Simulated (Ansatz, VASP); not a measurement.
# BN in VASP and in Ansatz

```
CELL_PARAMETERS angstrom
0.00000 1.81300 1.81300
1.81300 0.00000 1.81300
1.81300 1.81300 0.00000
ATOMIC_POSITIONS crystal
B 0.00000 0.00000 0.01950
N 0.75000 0.75000 0.75000
```

Change from the starting cell: all B atoms moved +0.050 Å, as atom 1 along Cartesian [1 1 0].

Alike in both runs: task single point; functional PBE; k mesh 12 × 12 × 12; occupations gaussian, width 0.05 eV; no spin polarisation.

|  | VASP | Ansatz |
| --- | --- | --- |
| version | VASP 6.6.1 | Ansatz 0.2.0 |
| potentials or method | VASP PAW PBE potentials, release 64 (B, N) | scalar-relativistic, plane waves, PAW |
| plane-wave cutoff (eV) | 520 | 420 |
| valence electrons in the cell | 8 | 8 |

VASP gave:

| Property | Result |
| --- | --- |
| gap on the k mesh at the Fermi level (eV) | 4.00 |
| least direct gap on the mesh (eV) | 8.03 |
| pressure (GPa) | 0.5 |
| largest component of the traceless stress (GPa) | 0.78 |
| rms of the force components (eV/Å) | 0.687 |

Q: What did Ansatz give for the same quantities?

A: gap on the k mesh at the Fermi level (eV): 4.01; least direct gap on the mesh (eV): 8.03; pressure (GPa): 0.3; largest component of the traceless stress (GPa): 0.78; rms of the force components (eV/Å): 0.684.

Atom by atom the forces differ by 0.004 eV/Å (rms over components).

Caveats: forces of over 1 eV/Å show positions far from the minimum, so gaps and moduli don't describe the material at rest. A k mesh can miss the band edges.
